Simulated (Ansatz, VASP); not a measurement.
**One calculation of CdF2, two programs**

```
Cd F
1.0
     0.00000    2.72945    2.72945
     2.72945    0.00000    2.72945
     2.72945    2.72945    0.00000
Cd F
1 2
Direct
  0.00000 0.00000 0.00000
  0.75000 0.75000 0.75000
  0.25000 0.25000 0.25000
```

Change from the starting cell: volume scaled by 1.04.

Alike in both runs: task single point; functional PBE; k mesh 9 × 9 × 9; occupations fermi-dirac, width 0.05 eV; no spin polarisation.

|  | VASP | Ansatz |
| --- | --- | --- |
| version | VASP 6.6.1 | Ansatz 0.2.0 |
| potentials or method | VASP PAW PBE potentials, release 64 (Cd, F) | Ansatz PAW |
| plane-wave cutoff (eV) | 520 | 420 |
| valence electrons in the cell | 26 | 34 |

|  | VASP | Ansatz | Ansatz less VASP |
| --- | --- | --- | --- |
| gap on the k mesh at the Fermi level (eV) | 2.96 | 2.99 | +0.030 |
| least direct gap on the mesh (eV) | 3.47 | 3.50 | +0.030 |
| pressure (GPa) | 1.8 | 1.2 | -0.56 |

The functional is the same, so the differences come from potentials, cutoffs and numerics. The two sets of potentials don't hold the same shells in valence.

Caveats: an odd mesh through Γ misses points on the zone boundary, where band edges often lie (VASP); odd divisions of the mesh miss points on the zone boundary, where band edges often lie, so the gap on the mesh can be too wide (Ansatz); the pressure holds a Pulay correction of +0.6 GPa for the finite cutoff (Ansatz).
